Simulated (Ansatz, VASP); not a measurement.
**MgS: VASP beside Ansatz**

The input POSCAR:

```
MgS
1.0
    4.0346224100      0.0000000000      0.0000000000
   -2.0173112000      3.4940855000      0.0000000000
    0.0000000000      0.0000000000      6.4322941800
Mg S
2 2
Direct
    0.6666666676      0.3333333286      0.4957548506
    0.3333333285      0.6666666686      0.9957548506
    0.3333333285      0.6666666686      0.3792441502
    0.6666666676      0.3333333286      0.8792441502
```

File INCAR.step1:

```
PREC     = Accurate       # precision mode
ENCUT    = 520            # plane-wave cutoff, eV
ISMEAR   = -1             # smearing method
SIGMA    = 0.05           # smearing width, eV
LREAL    = False          # projectors in reciprocal space
LASPH    = True           # aspherical terms in the spheres
NELM     = 100            # most SCF steps
NBANDS   = 16             # bands
GGA      = PE             # functional
ALGO     = Normal         # electronic algorithm
EDIFF    = 1E-4           # SCF threshold, eV
LWAVE    = True           # write WAVECAR
LCHARG   = False          # write CHGCAR
```

File INCAR.step2:

```
PREC     = Accurate       # precision mode
ENCUT    = 520            # plane-wave cutoff, eV
EDIFF    = 1E-6           # SCF threshold, eV
ISMEAR   = -1             # smearing method
SIGMA    = 0.05           # smearing width, eV
LREAL    = False          # projectors in reciprocal space
LASPH    = True           # aspherical terms in the spheres
NELM     = 100            # most SCF steps
ALGO     = Normal         # electronic algorithm
ISIF     = 2              # what is computed and relaxed
LWAVE    = False          # write WAVECAR
LCHARG   = False          # write CHGCAR
METAGGA  = R2SCAN         # meta-GGA
LMIXTAU  = True         
NBANDS   = 16             # bands
ISTART   = 1
```

File KPOINTS:

```
regular mesh
0
Gamma
  5 5 3
```

Input for Ansatz:

```yaml
crystal:
  lattice:
    - [4.03462241, 0.0, 0.0]
    - [-2.0173112, 3.4940855, 0.0]
    - [0.0, 0.0, 6.43229418]
  atoms:
    - { symbol: Mg, position: [0.6666666675864129, 0.333333328563368, 0.4957548505656188] }
    - { symbol: Mg, position: [0.33333332850405073, 0.6666666685746527, 0.9957548505656187] }
    - { symbol: S, position: [0.33333332850405073, 0.6666666685746527, 0.3792441501797108] }
    - { symbol: S, position: [0.6666666675864129, 0.333333328563368, 0.8792441501797107] }
kpoints:
  mp_grid:
    grid: [5, 5, 3]
  band_path:
    path:
      - [0.0, 0.0, 0.0]
      - [0.5, 0.0, 0.0]
      - [0.33333, 0.33333, 0.0]
      - [0.0, 0.0, 0.5]
      - [0.5, 0.0, 0.5]
    npoints: 1
hamiltonian:
  xc: r2scan
scf:
  occupations:
    method: fermi_dirac
    width: 0.05
output:
  fatbands: true
```

The cell comes from a database or a generator and needn't be the stable form of this composition.

Alike in both runs: task single point; functional r2SCAN; k mesh 5 × 5 × 3; occupations fermi-dirac, width 0.05 eV; no spin polarisation.

|  | VASP | Ansatz |
| --- | --- | --- |
| version | VASP 6.6.1 | Ansatz 0.2.0 |
| potentials or method | VASP PAW PBE potentials, release 64 (Mg, S) | plane waves, PAW |
| plane-wave cutoff (eV) | 520 | 500 |
| valence electrons in the cell | 16 | 32 |

```csv
,VASP,Ansatz,Ansatz less VASP
gap on the k mesh at the Fermi level (eV),4.10,4.12,+0.013
```

The two sets of potentials don't hold the same shells in valence.

Caveats: the PAW data sets were made with another functional, which shifts forces and pressure a little (VASP). r2SCAN opens gaps a little over a GGA but as a rule still falls short of measured ones.
